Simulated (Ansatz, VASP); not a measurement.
Rh: VASP beside Ansatz

Contents of INCAR:

```
PREC     = Accurate       # precision mode
ENCUT    = 520            # plane-wave cutoff, eV
EDIFF    = 1E-6           # SCF threshold, eV
ISMEAR   = 0              # smearing method
SIGMA    = 0.15           # smearing width, eV
LREAL    = F              # projectors in reciprocal space
LASPH    = T              # aspherical terms in the spheres
NELM     = 80             # most SCF steps
ALGO     = Fast           # electronic algorithm
ISIF     = 2              # what is computed and relaxed
LWAVE    = F              # write WAVECAR
LCHARG   = F              # write CHGCAR
GGA      = PE             # functional
NBANDS   = 14             # bands
```

File KPOINTS:

```
Automatic mesh
0
Gamma
  22 22 22
```

Contents of POSCAR:

```
Rh
1.0
    0.0000000000      2.1049601277      1.6696543733
    2.1049601277      0.0000000000      1.6696543733
    2.1049601277      2.1049601277      0.0000000000
Rh
1
Direct
    0.0000000000      0.0000000000      0.0000000000
```

Input for Ansatz:

```yaml
crystal:
  lattice:
    - [0.0, 2.1049601277, 1.6696543733]
    - [2.1049601277, 0.0, 1.6696543733]
    - [2.1049601277, 2.1049601277, 0.0]
  atoms:
    - { symbol: Rh, position: [0.0, 0.0, 0.0] }
basis:
  ecutwfc: 420
kpoints:
  mp_grid: { grid: [22, 22, 22] }
hamiltonian:
  xc: pbe
  pseudopotentials: { kind: paw, azcp: { folder: soft_1 } }
scf:
  occupations: { method: gaussian, width: 0.15 }
output:
  forces: true
  stress: true
  eigenvalues: true
```

Alike in both runs: task single point; functional PBE; k mesh 22 × 22 × 22; occupations gaussian, width 0.15 eV; no spin polarisation.

```csv
,VASP,Ansatz
version,VASP 6.6.1,Ansatz 0.2.0
potentials or method,"VASP PAW PBE potentials, release 64 (Rh_pv)","scalar-relativistic, plane waves, PAW"
plane-wave cutoff (eV),520,420
valence electrons in the cell,15,17
```

|  | VASP | Ansatz | Ansatz less VASP |
| --- | --- | --- | --- |
| gap on the k mesh at the Fermi level (eV) | none | none | - |
| pressure (GPa) | -6.8 | -6.7 | +0.11 |
| largest component of the traceless stress (GPa) | 14.77 | 14.80 | +0.039 |

A gap of «none» marks a metal or a gap that the smearing closes. The two sets of potentials don't hold the same shells in valence.
